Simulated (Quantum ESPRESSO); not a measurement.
# SiO2: single point with PBE

The system is SiO2.

```
Si O
1.0
     4.23317    0.00000    0.00000
     0.00000    4.23317    0.00000
     0.00000    0.00000    2.69349
Si O
2 4
Direct
  0.00000 0.00000 0.00000
  0.50000 0.50000 0.50000
  0.80684 0.19316 0.50000
  0.30684 0.30684 0.00000
  0.19316 0.80684 0.50000
  0.69316 0.69316 0.00000
```

The cell comes from a database or a generator and needn't be the stable form of this composition.

```json
{"Program": "Quantum ESPRESSO 7.5", "Task": "single point", "Functional": "PBE", "Potentials or basis": "SG15 PBE 1.2", "Cutoff": "1197 eV", "Density cutoff": "4789 eV", "k mesh": "4 × 4 × 6", "Occupations": "fermi-dirac, width 0.05 eV", "Spin": "no spin polarisation", "Mixing beta": "0.5", "Most SCF iterations": "120", "SCF threshold": "1.2e-09 Ry"}
```

| Property | Result |
| --- | --- |
| Pressure | 1.3 GPa |
| Largest force | 0.069 eV/Å |
| Band gap on the k mesh | 5.12 eV, direct |

Forces in eV/Å, atoms in the order of the input:
```
Si   0.000  0.000  0.000
Si   0.000  0.000  0.000
O   -0.049  0.049  0.000
O   -0.049 -0.049  0.000
O    0.049 -0.049  0.000
O    0.049  0.049  0.000
```

Stress tensor (GPa, compression positive):
```
1.22 0.00 0.00
0.00 1.22 0.00
0.00 0.00 1.50
```

Levels at points of the mesh, in eV from the valence-band top:
```
              k point  band 12  band 13  band 14  band 15  band 16  band 17  band 18  band 19  band 20  band 21
   (0.00, 0.00, 0.00)    -3.04    -2.48    -0.85    -0.85     0.00     5.12     6.65     8.37     8.37    11.12
  (0.00, 0.00, -0.50)    -4.44    -2.87    -2.87    -2.55    -2.55     8.72     8.72    12.34    12.34    12.36
  (0.00, -0.50, 0.00)    -3.69    -2.63    -2.63    -1.04    -1.04     7.36     7.36     8.95     8.95    10.88
 (0.00, -0.50, -0.50)    -3.80    -2.21    -2.21    -1.66    -1.66     8.50     8.50     9.58     9.58    12.13
 (-0.50, -0.50, 0.00)    -3.16    -2.53    -2.53    -2.16    -2.16     7.08     7.08     9.85     9.85    12.79
(-0.50, -0.50, -0.50)    -4.32    -1.71    -1.71    -1.46    -1.46     6.90     6.90    10.78    10.78    11.65
```

Run time: 31 s on 4 MPI ranks on AMD EPYC 7571, on a shared host, peak memory 0.28 GiB a rank.
